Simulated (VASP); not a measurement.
# A VASP 6.6.1 single-point calculation on CdS

INCAR

```
LCHARG = .FALSE.
LREAL = Auto
GGA = PE
NELM = 120
LASPH = .TRUE.
EDIFF = 1E-7
SIGMA = 0.02
ISIF = 2
PREC = Accurate
ISMEAR = -1
LWAVE = .FALSE.
NBANDS = 16
ENCUT = 520
IBRION = -1
NSW = 0
```

KPOINTS

```
KPOINTS created by Atomic Simulation Environment
0
Gamma
8 8 8
0 0 0
```

POSCAR

```
Cd S
 1.0000000000000000
     0.0000000000000000    2.9979991399000001    2.9979991399000001
     2.9979991399000001    0.0000000000000000    2.9979991399000001
     2.9979991399000001    2.9979991399000001    0.0000000000000000
 Cd  S
   1   1
Cartesian
  0.0000000000000000  0.0000000000000000  0.0000000000000000
  1.4989995699500001  1.4989995699500001  1.4989995699500001
```

The recommended PBE PAW datasets give the neutral cell 18 valence electrons.

Command

```
mpirun -np 1 vasp_std
```

Question: Predict the outcome of this run.

Answer: It converged. Results: gap between bands v and c on the k mesh 0.96 eV; least direct gap on the k mesh 0.96 eV; pressure -1.5 GPa. Band v is the last that the valence electrons fill when counted band by band, and c is the next.

OSZICAR

```
N       E                     dE             d eps       ncg     rms          rms(c)
DAV:   1     0.106736981660E+03    0.10674E+03   -0.88902E+03   952   0.101E+03
DAV:   2    -0.242230838187E+01   -0.10916E+03   -0.10335E+03  1144   0.249E+02
DAV:   3    -0.667639749286E+01   -0.42541E+01   -0.42462E+01  1152   0.514E+01
DAV:   4    -0.670307884266E+01   -0.26681E-01   -0.26679E-01  1192   0.394E+00
DAV:   5    -0.670345458891E+01   -0.37575E-03   -0.37574E-03  1152   0.442E-01    0.681E+00
DAV:   6    -0.615737076047E+01    0.54608E+00   -0.89113E-01  1384   0.110E+01    0.567E+00
DAV:   7    -0.614085696436E+01    0.16514E-01   -0.17626E-01  1152   0.287E+00    0.287E+00
DAV:   8    -0.614091988843E+01   -0.62924E-04   -0.14957E-02  1072   0.148E+00    0.248E-01
DAV:   9    -0.614090559517E+01    0.14293E-04   -0.17188E-03  1152   0.556E-01    0.676E-02
DAV:  10    -0.614107049977E+01   -0.16490E-03   -0.24202E-04  1144   0.140E-01    0.752E-02
DAV:  11    -0.614116080385E+01   -0.90304E-04   -0.14615E-04  1080   0.839E-02    0.281E-02
DAV:  12    -0.614115456720E+01    0.62366E-05   -0.17241E-05  1184   0.466E-02    0.803E-03
DAV:  13    -0.614115555396E+01   -0.98675E-06   -0.23861E-06  1144   0.943E-03    0.644E-03
DAV:  14    -0.614115553760E+01    0.16354E-07   -0.21925E-07  1176   0.344E-03
   1 F= -.61411555E+01 E0= -.61411555E+01  d E =-.985713E-12
```

For comparison, a separate PBE run of the intended cell, on usual settings and not on those above, gives a gap of 0.96 eV on its mesh and a pressure of -1.5 GPa.
